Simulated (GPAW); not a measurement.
**1 ML Fe on Re(0001), fcc site, 3 substrate layers: which magnetic order is lowest**

Does 1 ML Fe on Re(0001), fcc site, 3 substrate layers prefer parallel or opposed moments, or none?

Method: PBE; plane waves with GPAW's PAW setups, scalar-relativistic, in GPAW 26.7.0.

Report form: the programs' logs are mostly left out.

## Step 1: Starting point

The cell holds 4 atoms: 3 Re and 1 Fe. Cell: a = 2.761 Å, b = 2.761 Å, c = 20.563 Å, α = 90.0°, β = 90.0°, γ = 120.0°. pseudomorphic film on the substrate's lattice, hard-sphere layer spacings, unrelaxed, 14 A of vacuum. Vacuum lies along c.

As a file:

```cif
data_structure
_symmetry_space_group_name_H-M 'P 1'
_symmetry_Int_Tables_number 1
_cell_length_a 2.7608
_cell_length_b 2.7608
_cell_length_c 20.5632
_cell_angle_alpha 90.000
_cell_angle_beta 90.000
_cell_angle_gamma 120.000
_cell_volume 135.73
loop_
_atom_site_label
_atom_site_type_symbol
_atom_site_fract_x
_atom_site_fract_y
_atom_site_fract_z
_atom_site_occupancy
Re1 Re 0.00000 0.00000 0.34041 1
Re2 Re 0.66667 0.33333 0.44882 1
Re3 Re 0.00000 0.00000 0.55722 1
Fe4 Fe 0.33333 0.66667 0.65959 1
```

## Step 2: Start 1: ferro +

Parallel moments need no larger cell; this start tests for a ferromagnetic state only.

order1.py reads:

```python
import json
import numpy as np
from ase import Atoms
from ase.parallel import paropen, parprint
from gpaw import GPAW

atoms = Atoms(['Re', 'Re', 'Re', 'Fe'],
    cell=[[2.7608, 0.0, 0.0],
         [-1.3804, 2.390923, 0.0],
         [0.0, 0.0, 20.563204]],
    scaled_positions=[[0.0, 0.0, 0.340414],
         [0.666667, 0.333333, 0.448816],
         [0.0, 0.0, 0.557219],
         [0.333333, 0.666667, 0.659586]],
    pbc=True,
    magmoms=[0.0, 0.0, 0.0, 2.8])
atoms.calc = GPAW(mode={'name': 'pw', 'ecut': 500},
    xc='PBE',
    kpts={'size': (14, 14, 1), 'gamma': True},
    occupations={'name': 'fermi-dirac', 'width': 0.05},
    convergence={'density': 1e-05, 'energy': 1e-05},
    maxiter=250,
    symmetry={'tolerance': 1e-4},
    txt='order1.txt')
e = atoms.get_potential_energy(force_consistent=True)
res = {'free_energy': e, 'energy_sigma0': atoms.get_potential_energy(), 'fermi_energy': atoms.calc.get_fermi_level()}
res['moments'] = atoms.get_magnetic_moments().tolist()
res['total'] = atoms.get_magnetic_moment()
parprint('site moments (muB):', np.round(res['moments'], 3))
parprint(f"total moment: {res['total']:.3f} muB")
parprint(f'free energy: {e:.6f} eV')
atoms.calc.write('order1.gpw')
with paropen('results.json', 'w') as f:
    json.dump(res, f)
```

The run is started by

```console
OMP_NUM_THREADS=1 mpirun -n 4 gpaw python order1.py > order1.log
```

The job ended after 23 s (4 MPI ranks of AMD EPYC 9R45, shared host; peak memory 1 GiB; 91 s of CPU time).

Spin moment in the augmentation sphere by atom:

| atom | spin moment in the augmentation sphere (μB) |
| --- | --- |
| Re1 | -0.08 |
| Re2 | -0.01 |
| Re3 | -0.15 |
| Fe4 | 2.54 |

Numbers from this step:

* magnetization: 2.315 μB
* final state: ferromagnetic

After 28 cycles the largest moment stands at 2.54 μB.

## Step 3: Run 2 (antiferro q=(0,1/2,0) +-)

Reversing part of the moments tests the sign of the couplings between them.

This order needs a doubled cell of 8 atoms. Its mesh is chosen so that both cells sample the same points.

order2.py reads:

```python
import json
import numpy as np
from ase import Atoms
from ase.parallel import paropen, parprint
from gpaw import GPAW

atoms = Atoms(['Re', 'Re', 'Re', 'Re', 'Re', 'Re', 'Fe', 'Fe'],
    cell=[[2.7608, 0.0, 0.0],
         [-2.7608, 4.781846, 0.0],
         [0.0, 0.0, 20.563204]],
    scaled_positions=[[0.0, 0.0, 0.340414],
         [0.0, 0.5, 0.340414],
         [0.666667, 0.1666665, 0.448816],
         [0.666667, 0.6666665, 0.448816],
         [0.0, 0.0, 0.557219],
         [0.0, 0.5, 0.557219],
         [0.333333, 0.3333335, 0.659586],
         [0.333333, 0.8333335, 0.659586]],
    pbc=True,
    magmoms=[0.0, 0.0, 0.0, 0.0, 0.0, 0.0, 2.8, -2.8])
atoms.calc = GPAW(mode={'name': 'pw', 'ecut': 500},
    xc='PBE',
    kpts={'size': (14, 7, 1), 'gamma': True},
    occupations={'name': 'fermi-dirac', 'width': 0.05},
    convergence={'density': 1e-05, 'energy': 1e-05},
    maxiter=250,
    symmetry={'tolerance': 1e-4},
    txt='order2.txt')
e = atoms.get_potential_energy(force_consistent=True)
res = {'free_energy': e, 'energy_sigma0': atoms.get_potential_energy(), 'fermi_energy': atoms.calc.get_fermi_level()}
res['moments'] = atoms.get_magnetic_moments().tolist()
res['total'] = atoms.get_magnetic_moment()
parprint('site moments (muB):', np.round(res['moments'], 3))
parprint(f"total moment: {res['total']:.3f} muB")
parprint(f'free energy: {e:.6f} eV')
atoms.calc.write('order2.gpw')
with paropen('results.json', 'w') as f:
    json.dump(res, f)
```

The run is started by

```console
OMP_NUM_THREADS=1 mpirun -n 4 gpaw python order2.py > order2.log
```

Run time: 3.5 min. Hardware: 4 MPI ranks; peak memory 2 GiB.

Spin moment in the augmentation sphere by atom:

| atom | spin moment in the augmentation sphere (μB) |
| --- | --- |
| Re1 | -0.03 |
| Re2 | 0.03 |
| Re3 | -0.02 |
| Re4 | 0.02 |
| Re5 | 0.02 |
| Re6 | -0.02 |
| Fe7 | 2.53 |
| Fe8 | -2.53 |

Numbers from this step:

```
magnetization : 0 μB
final state   : antiferromagnetic
```

It lies 131 meV a seeded atom under the first start, and its largest moment is 2.53 μB against 2.54 μB.

## Step 4: Start 3: no spin polarisation

A run without seeds gives the energy of the state without moments.

nospin.py reads:

```python
import json
import numpy as np
from ase import Atoms
from ase.parallel import paropen, parprint
from gpaw import GPAW

atoms = Atoms(['Re', 'Re', 'Re', 'Fe'],
    cell=[[2.7608, 0.0, 0.0],
         [-1.3804, 2.390923, 0.0],
         [0.0, 0.0, 20.563204]],
    scaled_positions=[[0.0, 0.0, 0.340414],
         [0.666667, 0.333333, 0.448816],
         [0.0, 0.0, 0.557219],
         [0.333333, 0.666667, 0.659586]],
    pbc=True)
atoms.calc = GPAW(mode={'name': 'pw', 'ecut': 500},
    xc='PBE',
    kpts={'size': (14, 14, 1), 'gamma': True},
    occupations={'name': 'fermi-dirac', 'width': 0.05},
    convergence={'density': 1e-05, 'energy': 1e-05},
    maxiter=250,
    symmetry={'tolerance': 1e-4},
    txt='nospin.txt')
e = atoms.get_potential_energy(force_consistent=True)
res = {'free_energy': e, 'energy_sigma0': atoms.get_potential_energy(), 'fermi_energy': atoms.calc.get_fermi_level()}
parprint(f'free energy: {e:.6f} eV')
atoms.calc.write('nospin.gpw')
with paropen('results.json', 'w') as f:
    json.dump(res, f)
```

The run is started by

```console
OMP_NUM_THREADS=1 mpirun -n 4 gpaw python nospin.py > nospin.log
```

The job ended after 12 s (4 MPI ranks; peak memory 0.87 GiB; 48 s of CPU time).

This step gave:

- final state: non-magnetic (no spin polarisation)

It lies 237 meV a seeded atom over the first start.

## Step 5: The states side by side

These are free energies at a smearing of 0.05 eV, so its entropy term is in the differences. They are divided by the number of seeded atoms, so that cells of unlike size compare. Wavevectors q in the names are fractions of the reciprocal vectors of the first run's cell.

Orders:

| start | final state | typed order kept | energy over the lowest (meV a seeded atom) | largest site moment (μB) | net moment (μB a primitive cell) | mesh matched | CPU time (s) |
| --- | --- | --- | --- | --- | --- | --- | --- |
| ferro + | ferromagnetic | yes | 130.5 | 2.542 | 2.315 | yes | 90.99 |
| antiferro q=(0,1/2,0) +- | antiferromagnetic | yes | 0 | 2.527 | 0 | yes | 846.6 |
| no spin polarisation | non-magnetic | - | 367.7 | 0 | 0 | yes | 47.76 |

## Step 6: Outcome

```
lowest state found                 : antiferromagnetic (typed antiferro q=(0,1/2,0) +-)
largest site moment                : 2.53 μB
next state                         : ferromagnetic, 131 meV a seeded atom higher
energy gained by spin polarisation : 368 meV a seeded atom
```

What this shows: The lowest state found is antiferromagnetic, reached from the start antiferro q=(0,1/2,0) +-, with moments up to 2.53 μB. The next state costs 131 meV a seeded atom. Only 3 starts are shown; other collinear patterns, canted and longer-period orders are not.

[Logs and program files are shortened in this print: banners, set-up blocks, solver, clock and traceback lines can be left out without a mark of their own.]

[Logs are printed without paths, hosts, clocks, repeated set-up lines and the standing remarks that a program may print on its own settings, such as how far it seeks lower states.]

[Hosts, paths, dates, database ids (printed as entryN), source tags and the programs' standing remarks are cut or masked in the printed files.]

[Where a cell is said to come from a database of computed structures, the database is the Materials Project.]
